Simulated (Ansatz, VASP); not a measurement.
# One calculation of Ni, two programs

The input INCAR:

```
PREC = Accurate
ENCUT = 520
EDIFF = 1E-7
ISMEAR = -1
SIGMA = 0.1
LREAL = False
LASPH = True
NELM = 60
ALGO = Normal
ISIF = 2
LWAVE = False
LCHARG = True
GGA = CA
LELF = True
LVHAR = True
NBANDS = 17
```

The input KPOINTS:

```
Automatic mesh
0
Gamma
  12 12 12
```

File POSCAR:

```
Ni
1.0
    0.0000000000      2.5322910010      2.5322910010
    2.5322910010      0.0000000000      2.5322910010
    2.5322910010      2.5322910010      0.0000000000
Ni
2
Direct
    0.1250000000      0.1250000000      0.1250000000
    0.8750000000      0.8750000000      0.8750000000
```

Input for Ansatz:

```yaml
crystal:
  lattice:
    - [0.0, 2.532291001, 2.532291001]
    - [2.532291001, 0.0, 2.532291001]
    - [2.532291001, 2.532291001, 0.0]
  atoms:
    - { symbol: Ni, position: [0.125, 0.125, 0.125] }
    - { symbol: Ni, position: [0.875, 0.875, 0.875] }
hamiltonian:
  xc: lda
  pseudopotentials:
    kind: paw
    azcp:
      Ni: "pseudopotentials/Ni.paw.azcp"
basis:
  ecutwfc: 420
  fft_grid_basis: typed
kpoints:
  mp_grid: { grid: [12, 12, 12], shift: [0, 0, 0] }
magnetization:
  spin_polarized: false
scf:
  occupations: { method: fermi_dirac, width: 0.1 }
  lower_state_search: "off"
output:
  stress: true
```

Alike in both runs: task single point; functional LDA; k mesh 12 × 12 × 12; occupations fermi-dirac, width 0.1 eV; no spin polarisation.

|  | VASP | Ansatz |
| --- | --- | --- |
| version | VASP 6.6.1 | Ansatz 0.2.0 |
| potentials or method | VASP PAW LDA potentials, release 64 (Ni) | plane waves (420 eV) with PAW, scalar-relativistic |
| plane-wave cutoff (eV) | 520 | 420 |
| valence electrons in the cell | 20 | 36 |

```tsv
	VASP	Ansatz	Ansatz less VASP
pressure (GPa)	-7.7	-7.7	-0.01
```

The two sets of potentials don't hold the same shells in valence. Ansatz warned: «pseudo_functional_mismatch».

Caveats: the run has no spin polarisation, though such a crystal can be magnetic. Spin polarisation is off, so any magnetic state and its effect on volume and gap are missing.
